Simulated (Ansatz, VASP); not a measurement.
# Ag in VASP and in Ansatz

The input INCAR:

```
SYSTEM = Ag
  PREC = Accurate
  ENCUT = 520
  EDIFF = 1E-6
  ISMEAR = -1
  SIGMA = 0.1
  LREAL = .FALSE.
  LASPH = .TRUE.
  NELM = 60
  ALGO = Normal
  ISIF = 2
  LWAVE = .FALSE.
  LCHARG = .FALSE.
  GGA = B5
  ALDAX = 1.0
  AGGAX = 1.0
  AGGAC = 1.0
  ALDAC = 0.0
  NBANDS = 12
```

File KPOINTS:

```
regular mesh
0
G
  13 13 13
  0 0 0
```

The input POSCAR:

```
Ag
1.0
    2.8942785753      0.0000000000      0.0000000000
    0.0000000000      2.8942785753      0.0000000000
    0.0000000000      0.0000000000      2.8942785753
Ag
1
Direct
    0.0000000000      0.0000000000      0.0000000000
```

Input for Ansatz:

```yaml
crystal:
  lattice:
    - [2.8942785753, 0.0, 0.0]
    - [0.0, 2.8942785753, 0.0]
    - [0.0, 0.0, 2.8942785753]
  atoms:
    - { symbol: Ag, position: [0.0, 0.0, 0.0] }
hamiltonian:
  xc: blyp
  pseudopotentials:
    kind: paw
    azcp:
      Ag: "pseudopotentials/Ag.paw.azcp"
basis:
  ecutwfc: 420
  fft_grid_basis: typed
kpoints:
  mp_grid: { grid: [13, 13, 13], shift: [0, 0, 0] }
magnetization:
  spin_polarized: false
scf:
  occupations: { method: fermi_dirac, width: 0.1 }
  lower_state_search: "off"
output:
  stress: true
  write_density: true
  write_potential: true
  elf: true
  volumetric_format: npy
```

Alike in both runs: task single point; functional BLYP; k mesh 13 × 13 × 13; occupations fermi-dirac, width 0.1 eV; no spin polarisation.

|  | VASP | Ansatz |
| --- | --- | --- |
| version | VASP 6.6.1 | Ansatz 0.2.0 |
| potentials or method | VASP PAW PBE potentials, release 64 (Ag) | plane waves (420 eV) with PAW, scalar-relativistic |
| plane-wave cutoff (eV) | 520 | 420 |
| valence electrons in the cell | 11 | 19 |

```csv
,VASP,Ansatz,Ansatz less VASP
pressure (GPa),-3.2,-3.2,-0.06
```

The two sets of potentials don't hold the same shells in valence.

Caveats: the PAW data sets were made with another functional, which shifts forces and pressure a little (VASP).
